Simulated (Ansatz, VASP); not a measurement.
**Two plane-wave programs on Cu**

The input INCAR:

```
PREC = Accurate
ENCUT = 520
EDIFF = 1E-6
ISMEAR = 0
SIGMA = 0.01
LREAL = F
LASPH = T
NELM = 60
ALGO = Normal
ISIF = 2
LWAVE = F
LCHARG = F
GGA = PE
NBANDS = 12
```

KPOINTS

```
Automatic mesh
0
Gamma
  15 15 15
```

File POSCAR:

```
Cu
1.0
    0.0000000000      1.8145751207      1.8145751207
    1.8145751207      0.0000000000      1.8145751207
    1.8145751207      1.8145751207      0.0000000000
Cu
1
Direct
    0.0000000000      0.0000000000      0.0000000000
```

Input for Ansatz:

```yaml
crystal:
  lattice:
    - [0.0, 1.8145751207, 1.8145751207]
    - [1.8145751207, 0.0, 1.8145751207]
    - [1.8145751207, 1.8145751207, 0.0]
  atoms:
    - { symbol: Cu, position: [0.0, 0.0, 0.0] }
hamiltonian:
  xc: pbe
  pseudopotentials:
    kind: paw
    azcp:
      Cu: "pseudopotentials/Cu.paw.azcp"
basis:
  ecutwfc: 420
  fft_grid_basis: typed
kpoints:
  mp_grid: { grid: [15, 15, 15], shift: [0, 0, 0] }
magnetization:
  spin_polarized: false
scf:
  occupations: { method: gaussian, width: 0.01 }
  lower_state_search: "off"
output:
  stress: true
```

Alike in both runs: task single point; functional PBE; k mesh 15 × 15 × 15; occupations gaussian, width 0.01 eV; no spin polarisation.

|  | VASP | Ansatz |
| --- | --- | --- |
| version | VASP 6.6.1 | Ansatz 0.2.0 |
| potentials or method | VASP PAW PBE potentials, release 64 (Cu) | plane waves (420 eV) with PAW, scalar-relativistic |
| plane-wave cutoff (eV) | 520 | 420 |
| valence electrons in the cell | 11 | 19 |

|  | VASP | Ansatz | Ansatz less VASP |
| --- | --- | --- | --- |
| pressure (GPa) | 0.4 | -0.2 | -0.52 |

With one functional, cell and mesh, what is left measures potentials, basis and numerics. The two sets of potentials don't hold the same shells in valence.
